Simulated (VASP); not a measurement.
# CdF2 under changes of volume

One of the cells (13.295 Å³/atom); the others are scaled copies at fixed shape and fractional positions:

```
CELL_PARAMETERS angstrom
0.00000 2.71184 2.71184
2.71184 0.00000 2.71184
2.71184 2.71184 0.00000
ATOMIC_POSITIONS crystal
Cd 0.00000 0.00000 0.00000
F 0.75000 0.75000 0.75000
F 0.25000 0.25000 0.25000
```

```yaml
Program: VASP 6.6.1
Functional: PBE
Potentials_or_basis: VASP PAW PBE potentials, release 64 (Cd, F)
Cutoff: 520 eV
k_mesh: 9 × 9 × 9
Occupations: fermi-dirac, width 0.05 eV
Spin: no spin polarisation
```

| volume (Å³/atom) | energy over the lowest point (meV/atom) | pressure (GPa) | gap on the mesh (eV) |
| --- | --- | --- | --- |
| 12.253 | 67.86 | 15.0 | 3.32 |
| 12.513 | 45.56 | 11.7 | 3.24 |
| 12.774 | 28.29 | 8.8 | 3.17 |
| 13.295 | 6.89 | 3.9 | 3.03 |
| 13.556 | ? | ? | ? |
| 13.817 | 0.00 | -0.1 | 2.89 |

What does the run at 13.556 Å³/atom give?

Energy over the lowest point 1.81 meV/atom; pressure 1.8 GPa; gap on the mesh 2.96 eV.

Worked out: A Birch-Murnaghan fit of order 3 (a polynomial in V^(-2/3)) to the other rows has its minimum at 13.85 Å³/atom, just outside them, with B0 = V·E''(V) = 93 GPa and B' = 5.0. It gives 1.83 meV/atom at 13.556 Å³/atom, against the run's 1.81, and -dE/dV = 2.1 GPa, against 1.8. A straight line through the other rows of the gap, of slope -3.56 eV per unit of ln V, gives 2.96 eV, against the run's 2.96.

Energies are extrapolated to zero smearing.

Caveats: an odd mesh through Γ misses points on the zone boundary, where band edges often lie. Spin-orbit coupling on Cd is left out.
